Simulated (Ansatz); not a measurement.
## MgO: atomic charges with r2SCAN0+D3(BJ)

**Measured values to compare with.**

From “Electronic structure of alkaline earth and post-transition metal oxides”, 2009, arxiv:0908.1581, for a bulk crystal of MgO: band gap 7.83 eV.

Crystal: MgO.

```xyz
2
Lattice="0.0000 2.0970 2.0970 2.0970 0.0000 2.0970 2.0970 2.0970 0.0000" Properties=species:S:1:pos:R:3 pbc="T T T"
Mg    0.0000    0.0000    0.0000
O     2.0970    2.0970    2.0970
```

The cell is a database's computed one.

```json
{
  "Program": "Ansatz 0.2.0",
  "Task": "atomic charges",
  "Functional": "r2SCAN0",
  "Dispersion": "D3(BJ)",
  "Potentials or basis": "SSSP efficiency PAW",
  "Cutoff": "680 eV",
  "Density cutoff": "5442 eV",
  "k mesh": "7 × 7 × 7",
  "Occupations": "fixed",
  "Spin": "no spin polarisation",
  "Driver": "chain"
}
```

The pressure is -7.6 GPa and the band gap on the k mesh is 7.96 eV, direct. The bader charges are Mg +1.76; O -1.76 e.

Levels at points of the mesh, in eV from the valence-band top:
```
           k point  band 1  band 2  band 3  band 4  band 5  band 6  band 7  band 8
(0.00, 0.00, 0.00)  -19.53    0.00    0.00    0.00    7.96   19.34   19.34   19.34
```

Run time: 26 s on 2 threads of Arm Neoverse V1, with other jobs on the host, peak memory 1.3 GiB.

Measured gap of MgO: 7.83 eV (quoted in “Electronic structure of alkaline earth and post-transition metal oxides”, 2009, arxiv:0908.1581). This calculation gives 7.96 eV (+0.13 eV). The value is that of r2SCAN0+D3(BJ), without temperature or zero-point motion. The cell is a database's relaxed one, not the measured one, which moves gaps too.

Caveat: odd divisions of the mesh miss points on the zone boundary, where band edges often lie, so the gap on the mesh can be too wide; the PAW data sets were made with another functional, which shifts forces and pressure a little; the dispersion damping was fitted for another functional or another form of the correction; the thresholds are loose for stress.
